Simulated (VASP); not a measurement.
# Y: single point with r2SCAN

Crystal: Y.

```
CELL_PARAMETERS angstrom
-2.03385 2.03385 2.03385
2.03385 -2.03385 2.03385
2.03385 2.03385 -2.03385
ATOMIC_POSITIONS crystal
Y 0.00000 0.00000 0.00000
```

The cell was built by a generator and needn't be a form met in nature.

- Program: VASP 6.6.1
- Task: single point
- Functional: r2SCAN
- Potentials or basis: VASP PAW PBE potentials, release 64 (Y_sv)
- Cutoff: 520 eV
- k mesh: 7 × 7 × 7
- Occupations: fermi-dirac, width 0.1 eV
- Spin: no spin polarisation

```
Pressure               : 0.1 GPa
Band gap on the k mesh : none (metal or under the smearing width)
```

Levels at points of the mesh, in eV from the Fermi level:
| k point | band 1 | band 2 | band 3 | band 4 | band 5 | band 6 | band 7 | band 8 | band 9 | band 10 |
| --- | --- | --- | --- | --- | --- | --- | --- | --- | --- | --- |
| (0.00, 0.00, 0.00) | -44.46 | -23.51 | -23.51 | -23.51 | -5.01 | 1.95 | 1.95 | 1.95 | 3.75 | 3.75 |

Run time: 35 s on 1 thread of Intel(R) Xeon(R) Platinum 8488C (Sapphire Rapids), on a shared host, peak memory 0.17 GiB.

Caveat: the PAW data sets were made with another functional, which shifts forces and pressure a little.
